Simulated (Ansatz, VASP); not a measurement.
# Two plane-wave programs on HfO2

```xyz
3
Lattice="0.0000 2.5575 2.5575 2.5575 0.0000 2.5575 2.5575 2.5575 0.0000" Properties=species:S:1:pos:R:3 pbc="T T T"
Hf    0.0000    0.0000    0.0000
O     3.8363    3.8363    3.8363
O     1.2788    1.2788    1.2788
```

Measurements of this composition are mostly on another form, of space group No. 14.

Alike in both runs: task single point; functional PBE; k mesh 9 × 9 × 9; occupations gaussian, width 0.02 eV; no spin polarisation.

|  | VASP | Ansatz |
| --- | --- | --- |
| version | VASP 6.6.1 | Ansatz 0.2.0 |
| potentials or method | VASP PAW PBE potentials, release 64 (Hf_pv, O) | Ansatz PAW |
| plane-wave cutoff (eV) | 520 | 420 |
| valence electrons in the cell | 22 | 38 |

Ansatz gave:

- gap on the k mesh at the Fermi level (eV): 3.83
- least direct gap on the mesh (eV): 3.94
- pressure (GPa): -2.5

What did VASP give for the same quantities?

gap on the k mesh at the Fermi level (eV): 3.84; least direct gap on the mesh (eV): 3.95; pressure (GPa): -6.0.

The two sets of potentials don't hold the same shells in valence.

Caveats: spin-orbit coupling is left out, which moves the levels of the heavy elements; an odd mesh through Γ misses points on the zone boundary, where band edges often lie (VASP); odd divisions of the mesh miss points on the zone boundary, where band edges often lie, so the gap on the mesh can be too wide (Ansatz); the pressure holds a Pulay correction of +0.9 GPa for the finite cutoff (Ansatz). As with any semilocal functional, this PBE gap is likely too small.
